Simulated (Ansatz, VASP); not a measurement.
# One calculation of MgS, two programs

File INCAR:

```
PREC = Accurate
ENCUT = 520
EDIFF = 1E-7
ISMEAR = -1
SIGMA = 0.05
LREAL = False
LASPH = True
NELM = 100
ALGO = Normal
ISIF = 2
LWAVE = False
LCHARG = False
GGA = PS
NBANDS = 16
```

Contents of KPOINTS:

```
regular mesh
0
Gamma
  8 8 4
```

The input POSCAR:

```
MgS
1.0
    4.0075435882      0.0000000000      0.0000000000
   -2.0037717941      3.4706345542      0.0000000000
    0.0000000000      0.0000000000      6.3891231196
S Mg
2 2
Direct
    0.6666666667      0.3333333333      0.8792441500
    0.3333333333      0.6666666667      0.3792441500
    0.3333333333      0.6666666667      0.9957548500
    0.6666666667      0.3333333333      0.4957548500
```

input.yaml

```yaml
crystal:
  lattice:
    - [4.0075435882, 0.0, 0.0]
    - [-2.0037717941, 3.4706345542, 0.0]
    - [0.0, 0.0, 6.3891231196]
  atoms:
    - { symbol: S, position: [0.6666666667, 0.3333333333, 0.87924415] }
    - { symbol: S, position: [0.3333333333, 0.6666666667, 0.37924415] }
    - { symbol: Mg, position: [0.3333333333, 0.6666666667, 0.99575485] }
    - { symbol: Mg, position: [0.6666666667, 0.3333333333, 0.49575485] }
hamiltonian:
  xc: pbesol
  pseudopotentials: { kind: paw }
kpoints:
  mp_grid: { grid: [8, 8, 4] }
scf:
  occupations: { method: fermi_dirac, width: 0.05 }
output:
  forces: true
  stress: true
  eigenvalues: true
```

Change from the starting cell: volume scaled by 0.98.

Alike in both runs: task single point; functional PBEsol; k mesh 8 × 8 × 4; occupations fermi-dirac, width 0.05 eV; no spin polarisation.

|  | VASP | Ansatz |
| --- | --- | --- |
| version | VASP 6.6.1 | Ansatz 0.2.0 |
| potentials or method | VASP PAW PBE potentials, release 64 (S, Mg) | Ansatz PAW |
| plane-wave cutoff (eV) | 520 | 420 |
| valence electrons in the cell | 16 | 32 |

```tsv
	VASP	Ansatz	Ansatz less VASP
gap on the k mesh at the Fermi level (eV)	3.37	3.37	-0.003
least direct gap on the mesh (eV)	3.37	3.37	-0.003
pressure (GPa)	0.8	0.9	+0.08
largest component of the traceless stress (GPa)	0.28	0.29	+0.005
rms of the force components (eV/Å)	0.025	0.024	-0.0002
```

Atom by atom the forces differ by 0.000 eV/Å (rms over components). The two sets of potentials don't hold the same shells in valence.

Caveats: the PAW data sets were made with another functional, which shifts forces and pressure a little (VASP); the PAW data sets come from PBE, with cores solved anew for the run's functional, which leaves a small shift of forces and pressure (Ansatz).
